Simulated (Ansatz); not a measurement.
A relaxation computed with Ansatz, from input to last step.

```yaml
crystal:
  lattice:
    - [2.9443630884, 0.0, 0.0]
    - [0.0, 2.9443630884, 0.0]
    - [0.0, 0.0, 2.8177594527]
  atoms:
    - { symbol: Al, position: [0.0, 0.0, 0.0] }
    - { symbol: Ni, position: [0.5, 0.5, 0.5] }
basis:
  ecutwfc: 420
kpoints:
  mp_grid: { grid: [18, 18, 18] }
hamiltonian:
  xc: pbesol
scf:
  occupations: { method: gaussian, width: 0.1 }
output:
  forces: true
  stress: true
  eigenvalues: true
relax:
  adjacent_minimum: "off"
  f_tol: 0.008
  max_steps: 40
  cell: { stress_tol: 0.015, fix: [a, b, gamma] }
```

```bash
ansatz run input.yaml --threads 1 --pin off --max-ram 2560MiB --backend cpu --events-out ev --progress --plain --runs-dir out
```

All numbers below come from DFT PBEsol, scalar-relativistic, plane waves, PAW (Ansatz).

Of 5 frames 4 are shown, positions in Å and forces in eV/Å; the SCF threshold varies from step to step. Steps run on the plane waves of an earlier cell, with a Pulay correction in the pressure. The basis is chosen afresh for the last frame, the zero of the energies, and at times for earlier ones too; energy and pressure step there, also at an unchanged geometry. Spin polarisation was left out; whether the Ni atoms would carry moments isn't shown by this run.

```xyz
2
Lattice="2.9444 0.0000 0.0000 0.0000 2.9444 0.0000 0.0000 0.0000 2.8178" Properties=species:S:1:pos:R:3:forces:R:3 pbc="T T T" step=1 free_energy_over_end_meV_per_atom=2.52 pressure_GPa=-6.37
Al    0.0000    0.0000    0.0000    0.0000    0.0000    0.0000
Ni    1.4722    1.4722    1.4089    0.0000    0.0000    0.0000
2
Lattice="2.9444 0.0000 0.0000 0.0000 2.9444 0.0000 0.0000 0.0000 2.7898" Properties=species:S:1:pos:R:3:forces:R:3 pbc="T T T" step=2 free_energy_over_end_meV_per_atom=0.38 pressure_GPa=-4.82
Al    0.0000    0.0000    0.0000    0.0000    0.0000    0.0000
Ni    1.4722    1.4722    1.3949    0.0000    0.0000    0.0000
2
Lattice="2.9444 0.0000 0.0000 0.0000 2.9444 0.0000 0.0000 0.0000 2.7702" Properties=species:S:1:pos:R:3:forces:R:3 pbc="T T T" step=3 free_energy_over_end_meV_per_atom=-0.06 pressure_GPa=-3.68
Al    0.0000    0.0000    0.0000    0.0000    0.0000    0.0000
Ni    1.4722    1.4722    1.3851    0.0000    0.0000    0.0000
2
Lattice="2.9444 0.0000 0.0000 0.0000 2.9444 0.0000 0.0000 0.0000 2.7709" Properties=species:S:1:pos:R:3:forces:R:3 pbc="T T T" step=5 free_energy_over_end_meV_per_atom=0.00 pressure_GPa=-3.73
Al    0.0000    0.0000    0.0000    0.0000    0.0000    0.0000
Ni    1.4722    1.4722    1.3855    0.0000    0.0000    0.0000
```

It took 65 s on 1 thread of Intel(R) Xeon(R) Platinum 8259CL CPU @ 2.50GHz (Skylake/Cascade Lake) (shared host), peak memory 0.55 GiB.